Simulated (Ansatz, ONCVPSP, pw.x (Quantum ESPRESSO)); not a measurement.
aluminium (Al): does the ONCV potential hold in the solid?

```json
{
 "Element": "aluminium",
 "Generator": "ONCVPSP 4.0.1",
 "Type": "optimised norm-conserving Vanderbilt (ONCV)",
 "Functional": "PBE",
 "Relativity": "scalar-relativistic",
 "Frozen core": "[Ne]",
 "Valence charge": "3",
 "Reference configuration": "3s2 3p1",
 "Partial waves": "3s: rc 1.90 bohr, ncon 3, nbas 5, qcut 2.9 1/bohr, 1 projector; 3p: rc 1.90 bohr, ncon 3, nbas 7, qcut 3.9 1/bohr, 1 projector; d scattering state at 0.09 Ha: rc 1.45 bohr, ncon 4, nbas 9, qcut 7.1 1/bohr, 2 projectors, debl 1.4 Ha",
 "Local potential": "polynomial inside 1.30 bohr (lpopt 4, dvloc0 0 Ha)",
 "Core correction": "Teter function, fcfact 6.1, rcfact 1.2"
}
```

Crystal test: fcc Al in pw.x 7.5, no spin, 14³ k-points, Fermi–Dirac smearing 0.01 Ry, cutoffs 50/200 Ry. The lattice is a test structure that the element need not adopt, and mesh and smearing are coarse.

pw.x input:

```
&control
  calculation='scf', prefix='x', pseudo_dir='./', outdir='./tmp', tstress=.true., disk_io='none'
/
&system
  ibrav=0, nat=1, ntyp=1, ecutwfc=50, ecutrho=200, nbnd=8,
  occupations='smearing', smearing='fd', degauss=0.01
/
&electrons
  conv_thr=1e-09, mixing_beta=0.4, electron_maxstep=70
/
ATOMIC_SPECIES
Al 1.0 Al.UPF
CELL_PARAMETERS angstrom
  0.00000000 2.02172157 2.02172157
  2.02172157 0.00000000 2.02172157
  2.02172157 2.02172157 0.00000000
ATOMIC_POSITIONS crystal
Al 0.0000 0.0000 0.0000
K_POINTS automatic
14 14 14 0 0 0
```

```bash
pw.x < Al.scf.in > Al.scf.out
```

Problem. How does the run end?

Solution. It converges; the pressure is -0.62 GPa against -0.17 GPa from all-electron LAPW.  The log shows:

```
     using ibrav=0 with symmetry is DISCOURAGED, use correct ibrav instead
     lattice parameter (alat)  =       5.4030  a.u.
     unit-cell volume          =     111.5297 (a.u.)^3
     number of electrons       =         3.00
     number of Kohn-Sham states=            8
     kinetic-energy cutoff     =      50.0000  Ry
     charge density cutoff     =     200.0000  Ry
     scf convergence threshold =      1.0E-09
     Exchange-correlation= PBE
     number of k points=   104  Fermi-Dirac smearing, width (Ry)=  0.0100
     iteration #  1     ecut=    50.00 Ry     beta= 0.40
     total energy              =      -4.63659698 Ry
     estimated scf accuracy    <       0.00646580 Ry
     iteration #  2     ecut=    50.00 Ry     beta= 0.40
     total energy              =      -4.63587623 Ry
     estimated scf accuracy    <       0.00211039 Ry
     iteration #  3     ecut=    50.00 Ry     beta= 0.40
     total energy              =      -4.63593714 Ry
     estimated scf accuracy    <       0.00000291 Ry
     iteration #  4     ecut=    50.00 Ry     beta= 0.40
     total energy              =      -4.63593935 Ry
     estimated scf accuracy    <       0.00000004 Ry
     iteration #  5     ecut=    50.00 Ry     beta= 0.40
     total energy              =      -4.63593937 Ry
     estimated scf accuracy    <          5.3E-09 Ry
     iteration #  6     ecut=    50.00 Ry     beta= 0.40
     the Fermi energy is     7.8987 ev
!    total energy              =      -4.63593937 Ry
     estimated scf accuracy    <          6.7E-11 Ry
     smearing contrib. (-TS)   =      -0.00208546 Ry
     The total energy is F=E-TS. E is the sum of the following terms:
     one-electron contribution =       2.90920959 Ry
     hartree contribution      =       0.00759404 Ry
     xc contribution           =      -2.15034890 Ry
     ewald contribution        =      -5.40030864 Ry
     convergence has been achieved in   6 iterations
          total   stress  (Ry/bohr**3)                   (kbar)     P=       -6.16
     Message from routine punch:
     Nothing written, as per user request (disk_io='none')
```
